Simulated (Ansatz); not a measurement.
# KF/MgS: short-period superlattices, part 2 of 4

How do the layer thicknesses change the gap of KF/MgS? The crystals are KF rock salt(001) and MgS rock salt(001), on a common net of side 3.833 Å (+0.0 % and +3.6 % against typed lattice constants near PBE's). Layer spacings come from each crystal relaxed along the normal on that net, and the joins take the mean spacing. The stacks are then relaxed. The first steps treat the bulk crystals alone.

Ansatz 0.2.0; PBE DFT, plane waves, PAW files (the session's first sound run).

So far, gap on path (eV): step 3 (band edges, strain 0.0001, crystal KF rock salt(001)) 5.96; step 5 (the bulk crystal and its band edges, strain 0.0365, crystal MgS rock salt(001)) 2.43.

### 6. Relaxing the interfaces, stack KF 1 / MgS 4, atomic layers of each crystal 1×4

System of this step: KF (1) / MgS (4). The cell holds 10 atoms: 1 F, 1 K, 4 S and 4 Mg. Cell: a = 3.833 Å, b = 3.833 Å, c = 13.236 Å, α = 81.7°, β = 81.7°, γ = 90.0°. Regions: 0: KF, 2 atoms (1 F and 1 K); 1: MgS, 8 atoms (4 S and 4 Mg). The structure's axis is c.

The stack is relaxed at a fixed cell, since the spacings at the joins were only estimated. The total length stays as laid.

Contents of input.yaml:

```yaml
crystal:
  lattice:
    - [3.833, 0.0, 0.0]
    - [0.0, 3.833, 0.0]
    - [1.9165, 1.9165, 12.9550924444]
  atoms:
    - { symbol: F, position: [0.0, 0.0, 0.0] }
    - { symbol: K, position: [0.5, 0.5, 0.0] }
    - { symbol: S, position: [0.3982814194, 0.3982814194, 0.2034371611] }
    - { symbol: Mg, position: [-0.1017185806, -0.1017185806, 0.2034371611] }
    - { symbol: S, position: [-0.2005728602, -0.2005728602, 0.4011457204] }
    - { symbol: Mg, position: [0.2994271398, 0.2994271398, 0.4011457204] }
    - { symbol: S, position: [0.2005728602, 0.2005728602, 0.5988542796] }
    - { symbol: Mg, position: [-0.2994271398, -0.2994271398, 0.5988542796] }
    - { symbol: S, position: [-0.3982814194, -0.3982814194, 0.7965628389] }
    - { symbol: Mg, position: [0.1017185806, 0.1017185806, 0.7965628389] }
kpoints:
  mp_grid: { grid: [6, 6, 2] }
scf:
  occupations: { method: fixed }
  max_iter: 120
hamiltonian:
  xc: pbe
output:
  eigenvalues: false
  forces: true
relax:
  f_tol: 0.02
  max_steps: 40
```

Launch:

```
> ansatz run input.yaml --threads 4 --pin off --max-ram 8192MiB --backend cpu --events-out ev --progress --plain --runs-dir out
```

Numbers of over 12 decimals in the logs are rounded to 6 here.

Output:

```text
Warning: crystal.symmetry: narrowed to the stabiliser of the k-point mesh — unitary ops 16 → 4; excluded 12 operations that carry a point of the 6×6×2 mesh (shift [0, 0, 0]) off the mesh (the run samples exactly the mesh kpoints.mp_grid names, as under crystal.symmetry.detect: false, and its converged state has the mesh's symmetry, not the crystal's; ε∞, the Born charges and the force constants of a linear response (`dielectric:` by the response, `phonons.method: dfpt`) are averaged over those of the crystal's operations that the state keeps within a tolerance, where `mesh_tensors`, `unaveraged_element` or `gamma_mean_max_change_ev_ang2` stands beside them; [rest of the remark cut]
settings of this run that can trade accuracy for cost: output.eigenvalues: false. Do not mix this run's numbers with those of runs without the same settings; the input reference describes each key
[...]
Crystal: 10 atoms, lattice volume = 190.335 Å³
Basis set: ecut = 420 eV, 3751 PW (Γ), exchange–correlation on 54×54×180 points (8 copies of the dense FFT grid, shifted against one another)
Bands: 50, of which v1, the nominal top of the filled ones, is band 40 counted from 1 (39 counted from 0)
Symmetry: 4 space group operations
k-points: 26 of 72
[...]
SCF iter   1: F=—  HF=-13662.483512 eV  |F-HF|=—  |Δ(HF+E_count)|=         —  Δρ=1.40e-3  dr2=1.16e-2  ethr=1.77e-3  ⟨swp⟩=4.7  Hψ=4606  notcnv=0  defer=189
[...]
SCF iter   6: F=-13662.480107 eV  HF=-13662.480107 eV  |F-HF|=9.35e-8  |Δ(HF+E_count)|=   1.54e-8  Δρ=1.63e-5  dr2=3.52e-7  ethr=2.18e-9  ⟨swp⟩=2.0  Hψ=3976  notcnv=0
SCF 1 converged in 6 iterations: F = -13662.480107 eV  dr2 = 3.52e-7
[...]
relax step   1: F+E_penalty+E_count = -13662.48010719 eV  Δ(F+E_penalty+E_count) = +0.000e0 eV  max|allowed force component| = 1.401e0 eV/Å  Δτ_max = 0.0000 Å  (6 SCF iters, dr2 threshold 1.00e-5 eV, accepted)
[...]
SCF iter   5: F=-13662.619987 eV  HF=-13662.619990 eV  |F-HF|=3.12e-6  |Δ(HF+E_count)|=   9.72e-6  Δρ=4.22e-5  dr2=5.17e-6  ethr=5.36e-8  ⟨swp⟩=4.0  Hψ=3587  notcnv=0
SCF 2 converged in 5 iterations: F = -13662.619987 eV  dr2 = 5.17e-6
relax step   2: F+E_penalty+E_count = -13662.61998663 eV  Δ(F+E_penalty+E_count) = -1.399e-1 eV  max|allowed force component| = 5.670e-1 eV/Å  Δτ_max = 0.1952 Å  (5 SCF iters, dr2 threshold 1.00e-4 eV, accepted)
SCF iter   1: F=—  HF=-13662.679512 eV  |F-HF|=—  |Δ(HF+E_count)|=         —  Δρ=3.74e-3  dr2=1.44e-2  ethr=2.38e-4  ⟨swp⟩=4.7  Hψ=2690  notcnv=0  defer=104
[...]
SCF iter   5: F=-13662.677753 eV  HF=-13662.677760 eV  |F-HF|=7.00e-6  |Δ(HF+E_count)|=   1.76e-5  Δρ=5.16e-5  dr2=1.36e-5  ethr=2.51e-8  ⟨swp⟩=4.0  Hψ=4011  notcnv=0
SCF 3 converged in 5 iterations: F = -13662.677753 eV  dr2 = 1.36e-5
relax step   3: F+E_penalty+E_count = -13662.67775285 eV  Δ(F+E_penalty+E_count) = -5.777e-2 eV  max|allowed force component| = 1.161e-1 eV/Å  Δτ_max = 0.0577 Å  (5 SCF iters, dr2 threshold 2.01e-5 eV, accepted)
[...]
relax step   4: F+E_penalty+E_count = -13662.68244425 eV  Δ(F+E_penalty+E_count) = -4.691e-3 eV  max|allowed force component| = 5.783e-2 eV/Å  Δτ_max = 0.0232 Å  (6 SCF iters, dr2 threshold 8.42e-7 eV, accepted)
[...]
relax step   5: F+E_penalty+E_count = -13662.68336626 eV  Δ(F+E_penalty+E_count) = -9.220e-4 eV  max|allowed force component| = 3.312e-2 eV/Å  Δτ_max = 0.0187 Å  (6 SCF iters, accepted)
SCF iter   1: F=—  HF=-13662.684028 eV  |F-HF|=—  |Δ(HF+E_count)|=         —  Δρ=1.43e-4  dr2=9.35e-5  ethr=7.58e-7  ⟨swp⟩=3.1  Hψ=2159  notcnv=0  defer=104
[...]
SCF iter   5: F=-13662.683485 eV  HF=-13662.683485 eV  |F-HF|=5.37e-9  |Δ(HF+E_count)|=   4.78e-8  Δρ=2.46e-6  dr2=1.71e-8  ethr=1.25e-10  ⟨swp⟩=3.0  Hψ=4295  notcnv=0
SCF 6 converged in 5 iterations: F = -13662.683485 eV  dr2 = 1.71e-8
relax step   6: F+E_penalty+E_count = -13662.68348512 eV  Δ(F+E_penalty+E_count) = -1.189e-4 eV  max|allowed force component| = 2.871e-3 eV/Å  Δτ_max = 0.0024 Å  (5 SCF iters, accepted)
SCF converged after 5 iterations
Free energy (F): -13662.683485 eV
[...]
Internal energy: -13662.683485 eV  (E = F + TS)
E sigma→0 (E₀):  -13662.683485 eV
Fermi energy:    5.254655 eV
[...]
--- Forces (eV/Å), atoms counted from 1 ---
  atom   1  F     -0.00000000    -0.00000000     0.00000000
  atom   2  K      0.00000000     0.00000000     0.00000000
  atom   3  S      0.00000004     0.00000004    -0.00257127
  atom   4  Mg    -0.00000015    -0.00000015     0.00063810
  atom   5  S     -0.00000015    -0.00000015    -0.00287096
  atom   6  Mg     0.00000011     0.00000011     0.00165434
  atom   7  S      0.00000015     0.00000015     0.00287096
  atom   8  Mg    -0.00000011    -0.00000011    -0.00165434
  atom   9  S     -0.00000004    -0.00000004     0.00257127
  atom  10  Mg     0.00000015     0.00000015    -0.00063810
  max |Σ_I F_I| component: 4.34e-19 eV/Å
--- Relaxed structure (6 steps of the walk, 6 accepted, 0 SCFs on fresh bases) ---
  F+E_penalty+E_count = -13662.68348512 eV   max|allowed force component| = 2.871e-3 eV/Å
  atoms:
    - { symbol: F, position: [-1.2972941090065023e-19, -1.2971283707569742e-19, 2.5943672336803043e-19] }
    - { symbol: K, position: [0.5, 0.5, 2.5943672336803043e-19] }
    - { symbol: S, position: [0.392342, 0.392342, 0.215317] }
    - { symbol: Mg, position: [-0.104856, -0.104856, 0.209712] }
    - { symbol: S, position: [-0.201367, -0.201367, 0.402734] }
    - { symbol: Mg, position: [0.297221, 0.297221, 0.405557] }
    - { symbol: S, position: [0.201367, 0.201367, 0.597266] }
    - { symbol: Mg, position: [-0.297221, -0.297221, 0.594443] }
    - { symbol: S, position: [-0.392342, -0.392342, 0.784683] }
    - { symbol: Mg, position: [0.104856, 0.104856, 0.790288] }
[...]
```

Run time: 13 s. Hardware: 4 threads of Arm Neoverse V2, shared host; peak memory 0.62 GiB.

The steps of the relaxation:

```csv
step,energy less that of the first step (eV),largest force component (eV/Å)
1,0.0000,1.4013
2,-0.1399,0.5670
3,-0.1976,0.1161
4,-0.2023,0.0578
5,-0.2033,0.0331
6,-0.2034,0.0029
```

The atoms that moved most (Å):

```csv
atom,dx,dy,dz,length
S3,0.000,0.000,0.154,0.154
S9,0.000,0.000,-0.154,0.154
Mg10,0.000,0.000,-0.081,0.081
Mg4,0.000,0.000,0.081,0.081
Mg6,0.000,0.000,0.057,0.057
Mg8,0.000,0.000,-0.057,0.057
S5,0.000,0.000,0.021,0.021
S7,0.000,0.000,-0.021,0.021
```

This step gave:

| Property | Result |
| --- | --- |
| free energy | -13662.6835 eV |
| Fermi energy | 5.255 eV |

The largest force component on a free atom ends at 0.0029 eV/Å.

### 7. Band edges of the superlattice, atomic layers of each crystal 1×4

The band edges of this cell are searched, off the mesh as well. The next step's energy window follows from its gap.

Contents of input.yaml:

```yaml
crystal:
  lattice:
    - [3.833, 0.0, 0.0]
    - [0.0, 3.833, 0.0]
    - [1.9165, 1.9165, 12.9550924444]
  atoms:
    - { symbol: F, position: [0.0, 0.0, 0.0] }
    - { symbol: K, position: [0.5, 0.5, 0.0] }
    - { symbol: S, position: [0.3923417509, 0.3923417509, 0.2153174957] }
    - { symbol: Mg, position: [-0.1048555436, -0.1048555436, 0.2097117342] }
    - { symbol: S, position: [-0.2013665936, -0.2013665936, 0.4027335213] }
    - { symbol: Mg, position: [0.2972214599, 0.2972214599, 0.4055574612] }
    - { symbol: S, position: [0.2013665936, 0.2013665936, 0.5972664787] }
    - { symbol: Mg, position: [-0.2972214599, -0.2972214599, 0.5944425388] }
    - { symbol: S, position: [-0.3923417509, -0.3923417509, 0.7846825043] }
    - { symbol: Mg, position: [0.1048555436, 0.1048555436, 0.7902882658] }
kpoints:
  mp_grid: { grid: [6, 6, 2] }
  band_path: { path: [VBM, CBM], npoints: 24 }
scf:
  occupations: { method: fixed }
  max_iter: 120
hamiltonian:
  xc: pbe
output:
  eigenvalues: true
  write_potential: true
  write_density: true
  volumetric_format: npy
  elf: true
```

Output:

```text
Warning: the atoms were moved onto the symmetric positions of the space group found under crystal.symmetry.tolerance 1.0e-5 (fractional; no operation is sought that the atoms, as they stand in a round, miss by more than twice it, and no atom is moved by as much as it), and the run uses the moved positions. Before a round's move an operation carried an atom to 5.41e-6 Å from where it should land, the largest such dist [...]
[...]
Crystal: 10 atoms, lattice volume = 190.335 Å³
Basis set: ecut = 420 eV, 3751 PW (Γ)
Bands: 50, of which v1, the nominal top of the filled ones, is band 40 counted from 1 (39 counted from 0)
Symmetry: 4 space group operations
k-points: 26 of 72
[...]
SCF iter   1: F=—  HF=-13662.688625 eV  |F-HF|=—  |Δ(HF+E_count)|=         —  Δρ=1.59e-3  dr2=1.79e-2  ethr=1.77e-3  ⟨swp⟩=4.7  Hψ=4736  notcnv=0  defer=179
[...]
SCF iter   7: F=-13662.683547 eV  HF=-13662.683547 eV  |F-HF|=4.72e-9  |Δ(HF+E_count)|=   1.37e-7  Δρ=2.20e-6  dr2=1.12e-8  ethr=1.25e-10  ⟨swp⟩=14.1  Hψ=5710  notcnv=0
SCF 1 converged in 7 iterations: F = -13662.683547 eV  dr2 = 1.12e-8
[...]
SCF converged after 7 iterations
Free energy (F): -13662.683547 eV
[...]
Internal energy: -13662.683547 eV  (E = F + TS)
E sigma→0 (E₀):  -13662.683547 eV
Fermi energy:    5.254691 eV
[...]
--- Band table (eV; the first three rows and the last of 26) ---
  k-point 0: bands = [... 36 lower, 4.6074, 4.6524, 5.2547, 5.2547, 7.7639, 8.3712, 9.3920, 9.8416, ... 6 higher]
  k-point 1: bands = [... 36 lower, 4.6457, 4.6457, 5.2350, 5.2350, 8.0169, 8.3610, 8.8107, 9.7811, ... 6 higher]
  k-point 2: bands = [... 36 lower, 4.6519, 4.6766, 4.8984, 5.2128, 8.5325, 8.8380, 9.7212, 10.2160, ... 6 higher]
  k-point 25: bands = [... 36 lower, 3.6443, 3.7919, 3.8437, 4.0035, 7.8448, 8.2627, 9.6966, 9.9574, ... 6 higher]
```

It took 24 s on 4 threads; peak memory 0.7 GiB; 95 s of CPU time.

Numbers from this step:

| Property | Result |
| --- | --- |
| gap on the k-mesh | 2.509 eV |
| gap on path | 2.509 eV, by band count; negative where bands overlap |

Levels at VBM (eV): -3.55, -3.54, -2.76, -2.76, -2.45, -1.95, -1.63, -1.63, -1.27, -1.27, -0.65, -0.65, -0.60, 0.00, 0.00, 2.51, 3.12, 4.14, 4.59, 4.64, 4.96, 5.67, 6.28, 6.74, 7.75.

ELF in the ca plane at fractional y = 0.000, with atoms of F within 0.2 Å of it. It is the smooth field of the valence electrons, not physical close to the nuclei.

Ten even steps from '0' (0.01) to '9' (0.87), each cell a mean:
```
7884003442058999962137886310011001588
9863002442069999984111332111211000268
5531000110158999984100000013443200024
0000011111125899973111110013443200000
0000012343112578741135642112443200000
0000012444210123211379986211222200000
2100012444210000002689998520000000022
7620012233101110002699999830232000367
9862000001112565311589999830344101589
6884001320136899731379998620244102687
```
Columns run along c (13.2 Å), rows up along a (3.8 Å). Atoms in or near the plane, at fractional coordinates: F at (0.00, 0.00).

Valence density in the ca plane at fractional y = 0.000, with atoms of F within 0.2 Å of it. It is the smooth field of the valence electrons, not physical close to the nuclei.

Values in units of 1e0 e/Å³, 6 rows by 16 columns, each cell a mean:
```
3.9 0.2 0.6 4.8 0.3 0.4 0.7 0.3 0.1 0.2 0.2 0.1 0.2 0.1 0.1 1.9
0.3 0.1 0.1 0.6 0.1 0.4 0.8 0.3 0.1 0.1 0.1 0.1 0.1 0.1 0.0 0.1
0.0 0.0 0.1 0.1 0.1 0.2 0.3 0.2 0.1 0.1 0.1 0.1 0.1 0.1 0.0 0.0
0.0 0.0 0.1 0.1 0.1 0.1 0.1 0.1 0.2 0.4 0.3 0.1 0.1 0.1 0.0 0.0
0.5 0.1 0.1 0.1 0.1 0.1 0.1 0.1 0.2 0.8 0.6 0.2 1.5 0.5 0.1 0.5
5.4 0.2 0.2 0.7 0.1 0.2 0.3 0.1 0.2 0.5 0.5 0.2 3.2 1.5 0.1 3.7
```
Columns run along c (13.2 Å), rows up along a (3.8 Å). Atoms in or near the plane, at fractional coordinates: F at (0.00, 0.00).

Electrostatic potential energy in the ca plane at fractional y = 0.000, with atoms of F within 0.2 Å of it. With pseudopotentials it is smooth inside the atoms' cores, unlike the true potential.

Ten even steps from '0' (-32 eV) to '9' (10 eV), each cell a mean:
```
0289872004899867899999999998755789971
6899974004798745799998899999888899998
9999987557899755899988899999999999999
9999998888999988899998899999999999999
9999999999999999999999999999999999999
9999999999999998999999899999989999999
9999999999999988899997779998777899999
9999999999999998899986458987424789999
2699987778999999999997568986100589972
0189874236899988999998889997300589950
```
Columns run along c (13.2 Å; values clipped at the 3rd and 97th percentile), rows up along a (3.8 Å). Atoms in or near the plane, at fractional coordinates: F at (0.00, 0.00).

The searched edges give 2.51 eV, as on the mesh.

### 8. Minibands and complex bands along the stacking, atomic layers of each crystal 1×4, gap between the searched band edges 2.50925 eV

This step: PBE DFT, plane waves, PAW files; complex bands by layer matching along the plane's normal (Ansatz 0.2.0).

The whole cell is now the period, so open channels are minibands and Im kz is the decay through the stack.

Edit input.yaml of step 7 so:

```diff
@@ -18,3 +18,2 @@
   mp_grid: { grid: [6, 6, 2] }
-  band_path: { path: [VBM, CBM], npoints: 24 }
 scf:
@@ -26,5 +25,6 @@
   eigenvalues: true
-  write_potential: true
-  write_density: true
-  volumetric_format: npy
-  elf: true
+  transmission:
+    leads: [[0, 0]]
+    kpoints: [[0.0, 0.0], [0.5, 0.0]]
+    e_range: [-1.5, 4.01]
+    de: 0.08
```

Output:

```text
[...]
Crystal: 10 atoms, lattice volume = 190.335 Å³
Basis set: ecut = 420 eV, 3751 PW (Γ)
Bands: 50, of which v1, the nominal top of the filled ones, is band 40 counted from 1 (39 counted from 0)
Symmetry: 4 space group operations
k-points: 26 of 72
[...]
SCF iter   1: F=—  HF=-13662.688625 eV  |F-HF|=—  |Δ(HF+E_count)|=         —  Δρ=1.59e-3  dr2=1.79e-2  ethr=1.77e-3  ⟨swp⟩=4.7  Hψ=4736  notcnv=0  defer=179
[...]
SCF iter   7: F=-13662.683547 eV  HF=-13662.683547 eV  |F-HF|=4.72e-9  |Δ(HF+E_count)|=   1.37e-7  Δρ=2.20e-6  dr2=1.12e-8  ethr=1.25e-10  ⟨swp⟩=14.1  Hψ=5710  notcnv=0
SCF 1 converged in 7 iterations: F = -13662.683547 eV  dr2 = 1.12e-8
[...]
transmission: 21 of 42 steps passed
transmission: 42 of 42 steps passed
SCF converged after 7 iterations
Free energy (F): -13662.683547 eV
[...]
Internal energy: -13662.683547 eV  (E = F + TS)
E sigma→0 (E₀):  -13662.683547 eV
Fermi energy:    5.254691 eV
[...]
--- Band table (eV; the first three rows and the last of 26) ---
  k-point 0: bands = [... 36 lower, 4.6074, 4.6524, 5.2547, 5.2547, 7.7639, 8.3712, 9.3920, 9.8416, ... 6 higher]
  k-point 1: bands = [... 36 lower, 4.6457, 4.6457, 5.2350, 5.2350, 8.0169, 8.3610, 8.8107, 9.7811, ... 6 higher]
  k-point 2: bands = [... 36 lower, 4.6519, 4.6766, 4.8984, 5.2128, 8.5325, 8.8380, 9.7212, 10.2160, ... 6 higher]
  k-point 25: bands = [... 36 lower, 3.6443, 3.7919, 3.8437, 4.0035, 7.8448, 8.2627, 9.6966, 9.9574, ... 6 higher]
--- Transmission ---
  basis      : 137 plane waves across, 21 finite elements along
  points     : 2, as listed
  energies   : 69 from -1.500000 to 3.940000 eV about the Fermi level, 0.080000 eV apart; the leads are filled to 1.254626 eV, and channels, transmission and decay are at 1.220000 eV
  crystal 0  : F1K1Mg4S4, at the sites [0, 0], period 12.9551 Å: whole cells are its period
    offset         : up to 0.0000 Å between an atom of the period and one for which it stands
    channels       : 0.000000e0 a spin
    conductance    : none, the energies end too early or step too widely for 300 K: set another output.transmission.e_range or a lower de, or, where they end at an eighth of basis.ecutwfc, a higher one
    slowest decay  : 0.2640 /Å at (0.0000, 0.0000)
```

Elapsed: 13 s, on 4 threads; peak memory 0.75 GiB.

Numbers from this step:

```
decay constant at the filling level, zone centre          : 0.2641 Å⁻¹
decay constant at the filling level, slowest listed point : 0.264 Å⁻¹
```

Lower lead, k parallel (0, 0); values up to 1.3911 1/Å, a degenerate pair printed once or twice; energies at which all values exceed this have no row. Table of Im kz of the slowest decaying states by energy, zero at the highest filled level on the SCF mesh:

```csv
energy (eV),decay 1 (Å⁻¹),decay 2 (Å⁻¹),decay 3 (Å⁻¹),decay 4 (Å⁻¹)
-1.5000,0.214,0.599,1.31,-
-1.2600,0.0638,0.0664,0.0664,0.589
-1.0200,0.0581,0.237,0.578,1.26
-0.7800,0.205,0.566,1.23,-
-0.4600,0.118,0.216,0.548,1.19
-0.2200,0.182,0.246,0.533,1.17
0.0200,0.142,0.142,0.219,0.517
0.2600,0.243,0.347,0.501,1.11
0.5000,0.259,0.419,0.483,1.08
0.7400,0.267,0.465,0.466,0.466
0.9800,0.268,0.446,0.499,1.02
1.2200,0.264,0.425,0.524,0.983
1.4600,0.253,0.403,0.544,0.949
1.7800,0.228,0.371,0.562,0.901
2.0200,0.197,0.342,0.572,0.863
2.2600,0.150,0.308,0.579,0.824
2.5000,0.0310,0.266,0.584,0.782
2.7400,0.201,0.586,0.737,-
2.9800,0.0996,0.586,0.690,-
3.2200,0.0658,0.131,0.585,0.638
3.4600,0.0505,0.181,0.582,0.582
3.7800,0.195,0.495,0.575,1.36
```

Lower lead, k parallel (0.5, 0); values up to 1.3911 1/Å, a degenerate pair printed once or twice; energies at which all values exceed this have no row. Im kz of the slowest decaying states against energy, zero at the highest filled level on the SCF mesh:

```csv
energy (eV),decay 1 (Å⁻¹),decay 2 (Å⁻¹),decay 3 (Å⁻¹),decay 4 (Å⁻¹)
-1.5000,0.0289,0.920,1.10,-
-1.2600,0.149,0.856,1.09,-
-1.0200,0.161,0.767,1.07,-
-0.7800,0.0768,0.589,1.05,-
-0.4600,0.190,0.599,1.02,-
-0.2200,0.275,0.726,0.995,-
0.0200,0.326,0.781,0.972,-
0.2600,0.364,0.813,0.948,-
0.5000,0.393,0.832,0.924,-
0.7400,0.416,0.844,0.899,-
0.9800,0.434,0.850,0.875,-
1.2200,0.448,0.850,0.852,-
1.4600,0.459,0.826,0.851,-
1.7800,0.466,0.794,0.845,-
2.0200,0.468,0.771,0.839,-
2.2600,0.465,0.748,0.830,-
2.5000,0.459,0.726,0.820,-
2.7400,0.449,0.705,0.808,-
2.9800,0.435,0.686,0.795,-
3.2200,0.416,0.668,0.780,-
3.4600,0.391,0.657,0.764,-
3.7800,0.346,0.740,0.785,-
```

At the listed wavevectors the last open channel is at -0.62 eV and the next at +2.58 eV on the grid, wider than the gap, since narrow bands can fall between grid energies. At +1.22 eV, the grid energy nearest the filling level (the middle of the gap on the SCF mesh), the slowest state at the listed wavevectors decays with κ = 0.264 Å⁻¹, its amplitude falling by e over 3.8 Å.

[end of part 2 of 4]

[Logs are printed without paths, hosts, clocks, repeated set-up lines and the standing remarks that a program may print on its own settings, such as how far it seeks lower states.]

[Hosts, paths, dates, database ids (printed as entryN), source tags and the programs' standing remarks are cut or masked in the printed files.]
